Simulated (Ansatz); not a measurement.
Theory: DFT PBE, scalar-relativistic, plane waves, PAW (Ansatz). All cells share a 420 eV cutoff and Γ-centred k meshes spaced at most about 0.3 Å⁻¹ (about 0.25 or finer for metals, 2π included). No spin polarisation.

These are static total energies at zero pressure.

Problem. Order these relaxed structures of Be₄Te by energy, lowest first, with the energy over the lowest of them.
A.

```
CELL_PARAMETERS angstrom
-2.77939 2.77939 2.77939
2.77939 -2.77939 2.77939
2.77939 2.77939 -2.77939
ATOMIC_POSITIONS crystal
Be 0.50000 0.50000 0.50000
Be 0.00000 0.00000 0.50000
Be 0.00000 0.50000 0.00000
Be 0.50000 0.00000 0.00000
Te 0.00000 0.00000 0.00000
```

B.

```
CELL_PARAMETERS angstrom
4.30266 0.00000 0.00000
-2.15133 3.72621 0.00000
0.00000 0.00000 4.91889
ATOMIC_POSITIONS crystal
Be 0.50000 0.50000 0.00000
Be 0.50000 0.00000 0.00000
Be 0.00000 0.50000 0.00000
Be 0.00000 0.00000 0.00000
Te 0.00000 0.00000 0.50000
```

C.

```
CELL_PARAMETERS angstrom
-3.03750 3.03750 2.13043
3.03750 -3.03750 2.13043
3.03750 3.03750 -2.13043
ATOMIC_POSITIONS crystal
Be 0.21162 0.21162 0.59582
Be 0.61580 0.61580 0.40418
Be 0.78838 0.38420 0.00000
Be 0.38420 0.78838 0.00000
Te 0.00000 0.00000 0.00000
```

Solution. B (0 meV/atom), C (635 meV/atom), A (924 meV/atom). Forms: B P6/mmm; C I-42m; A Im-3m. Counting Be atoms around Te (those within 1.25 times the shortest such distance or 1.15 times the sum of covalent radii, 1.27 where that leaves under three; a plus sign parts nearer from farther groups): B has Te 2; C has Te 8+4; A has Te 8. All come from invented guesses. Even the lowest of the cells shown lies +0.43 eV/atom against the elements.

Spin–orbit coupling, which can matter for Te, is left out. Cells relaxed within their symmetry can be saddle points. Some structure types and database cells were kept out of the candidates from the start, so a known form may be missing.
